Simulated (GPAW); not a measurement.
Write an ASE script for GPAW 26.7.0 that does the following.

- Task: single point
- Functional: PBE
- Potentials or basis: GPAW PAW data sets (gpaw-data 1.2.1)
- Cutoff: 650 eV
- Basis: pw
- k mesh: 7 × 7 × 7
- Occupations: fermi-dirac, width 0.05 eV
- Spin: no spin polarisation
- Maxiter: 120
- Convergence: default

Crystal: MgS (Niningerite).

```xyz
2
Lattice="0.0000 2.6016 2.6016 2.6016 0.0000 2.6016 2.6016 2.6016 0.0000" Properties=species:S:1:pos:R:3 pbc="T T T"
S     2.6016    2.6016    2.6016
Mg    0.0000    0.0000    0.0000
```

The input as run:

run.py

```python
from ase import Atoms
from ase.dft.bandgap import bandgap
from ase.io import write
from ase.units import GPa
from gpaw import GPAW, PW

atoms = Atoms(['S', 'Mg'],
              cell=[[0.0, 2.60165, 2.60165],
                    [2.60165, 0.0, 2.60165],
                    [2.60165, 2.60165, 0.0]],
              scaled_positions=[[0.5, 0.5, 0.5],
                                [0.0, 0.0, 0.0]],
              pbc=True)

calc = GPAW(mode=PW(650),
            xc='PBE',
            kpts={'size': (7, 7, 7), 'gamma': True},
            occupations={'name': 'fermi-dirac', 'width': 0.05},
            nbands=16,
            maxiter=120,
            txt='gpaw.txt')
atoms.calc = calc
energy = atoms.get_potential_energy()
forces = atoms.get_forces()
stress = atoms.get_stress()
calc.write('gs.gpw')
write('result.traj', atoms)
print(f'Energy: {energy:.6f} eV')
print('Forces (eV/A):')
print(forces.round(4))
print('Stress (GPa):', (stress / GPa).round(3))
print('Fermi level:', round(calc.get_fermi_level(), 4), 'eV')
print(f'Gap: {bandgap(calc)[0]:.4f} eV, direct: {bandgap(calc, direct=True)[0]:.4f} eV')
```

Potentials or basis: GPAW PAW data sets (gpaw-data 1.2.1), pw.

Command:

```sh
$ OMP_NUM_THREADS=1 python run.py
```

Results of the run:

```json
{
 "Pressure": "1.0 GPa",
 "Band gap on the k mesh": "3.01 eV, indirect (least direct gap 3.72 eV)"
}
```

Caveat: the cutoff is short for stress and forces, so pressures can be off by a GPa or more; an odd mesh through Γ misses points on the zone boundary, where band edges often lie.

Run time: 11 s on 1 thread of Arm Neoverse V1, with other jobs on the host, peak memory 0.15 GiB.
